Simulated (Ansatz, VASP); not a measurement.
# Two plane-wave programs on Nb4H

```
Nb H
1.0
     2.98290    0.00000    0.00000
     0.00000    4.21846    0.00000
     0.00000    0.00000   19.81277
Nb H
4 1
Direct
  0.50000 0.50000 0.20189
  0.00000 0.00000 0.27717
  0.50000 0.50000 0.35696
  0.00000 0.00000 0.41957
  0.00000 0.00000 0.51079
```

Alike in both runs: functional PBE; k mesh 9 × 6 × 1; occupations gaussian, width 0.1 eV; no spin polarisation.

Ansatz relaxed the structure, and its values are those at the end. VASP's run is a single point on that final structure, the one shown.

|  | VASP | Ansatz |
| --- | --- | --- |
| version | VASP 6.6.1 | Ansatz 0.2.0 |
| potentials or method | VASP PAW PBE potentials, release 64 (Nb_sv, H) | scalar-relativistic, plane waves, PAW |
| plane-wave cutoff (eV) | 520 | 420 |
| valence electrons in the cell | 53 | 53 |

|  | VASP | Ansatz | Ansatz less VASP |
| --- | --- | --- | --- |
| gap on the k mesh at the Fermi level (eV) | none | none | - |
| rms of the force components (eV/Å) | 0.511 | 0.506 | -0.0044 |
| work function, face that differs most (eV) | 6.22 | 6.22 | -0.003 |

A gap of «none» marks a metal or a gap that the smearing closes.
